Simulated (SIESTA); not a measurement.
Crystal: Si.

```xyz
1
Lattice="2.5321 0.0000 0.0000 0.0000 2.5321 0.0000 0.0000 0.0000 2.5321" Properties=species:S:1:pos:R:3 pbc="T T T"
Si    1.2661    1.2661    1.2661
```

The cell was built by a generator and needn't be a form met in nature.

- Program: SIESTA 5.4.2
- Task: relaxation of cell and atoms
- Functional: vdW-DF
- Potentials or basis: PseudoDojo 0.4 standard (PBE files)
- Basis: DZP (energy shift 0.003 Ry)
- Grid cutoff: 500 Ry
- Energy shift: 0.003 Ry
- k mesh: 10 × 10 × 10
- Occupations: fermi-dirac, width 0.05 eV
- Spin: no spin polarisation

At the start: pressure 5.8 GPa; volume 16.23 Å³/atom.

Problem. How do energy, volume and symmetry change on relaxing?

Solution. Over 4 steps the energy falls by 18.0 meV/atom and the volume is 17.28 Å³/atom (+6.5 %); space group Pm-3m (No. 221, to 0.05 Å).

Step by step:
```tsv
step	energy change (eV)	largest force (eV/Å)	pressure (GPa)	volume (Å³)
1	0.0000	0.0000	5.77	16.23
2	-0.0009	0.0000	5.61	16.26
3	-0.0178	0.0000	0.63	17.14
4	-0.0180	0.0000	-0.08	17.28
```

Final structure:
```
Si
1.0
     2.58556    0.00000    0.00000
     0.00000    2.58556    0.00000
     0.00000    0.00000    2.58556
Si
1
Cartesian
  1.2928 1.2928 1.2928
```

Caveat: the potentials were made for another functional, which shifts forces and pressure; the basis of atomic orbitals isn't converged, which shifts pressures, moduli and gaps.
